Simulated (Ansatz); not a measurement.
AlNi3:

```
CELL_PARAMETERS angstrom
3.52305 0.00000 0.00000
0.00000 3.52305 0.00000
0.00000 0.00000 3.52305
ATOMIC_POSITIONS crystal
Ni 0.50000 0.50000 0.00000
Ni 0.50000 0.00000 0.50000
Ni 0.00000 0.50000 0.50000
Al 0.00000 0.00000 0.00000
```

The cell is a database's computed one.

Alike in all runs: program Ansatz 0.2.0; functional PBEsol; potentials or basis all-electron LAPW, scalar-relativistic; cutoff 286 eV (chosen from the basis error); basis error allowed 0.002 eV/atom; k mesh 6 × 6 × 6; occupations fermi-dirac, width 0.05 eV.

Starts and where they ended:

| start | free energy over the lowest (meV/atom) | net moment (μB) | site or absolute moments (μB) | gap |
| --- | --- | --- | --- | --- |
| collinear spin, antiferromagnetic start of up to 1 μB | 0.0 | 0.67 | Ni +0.24; Al -0.02 | none (metal or under the smearing width) |
| no spin polarisation | 2.6 | - | - | none (metal or under the smearing width) |
| collinear spin, ferrimagnetic start of up to 1 μB | 0.0 | 0.67 | Ni +0.24; Al -0.02 | none (metal or under the smearing width) |
| non-collinear spin, antiferromagnetic start of up to 1 μB | 0.0 | 0.67 | absolute 0.83 | none (metal or under the smearing width) |
| collinear spin, ferromagnetic start of up to 1 μB | 0.0 | 0.67 | Ni +0.24; Al -0.02 | none (metal or under the smearing width) |
| collinear spin, random start of up to 0.79 μB | 0.0 | -0.67 | Ni -0.24; Al +0.02 | none (metal or under the smearing width) |

Allowing spin polarisation gains 3 meV/atom. A still lower state may exist.

Caveats: the k mesh is thin for a metal, which can move the energy by tens of meV per atom; the starting moments weren't kept (some runs); the magnetic state may not be the lowest (some runs).
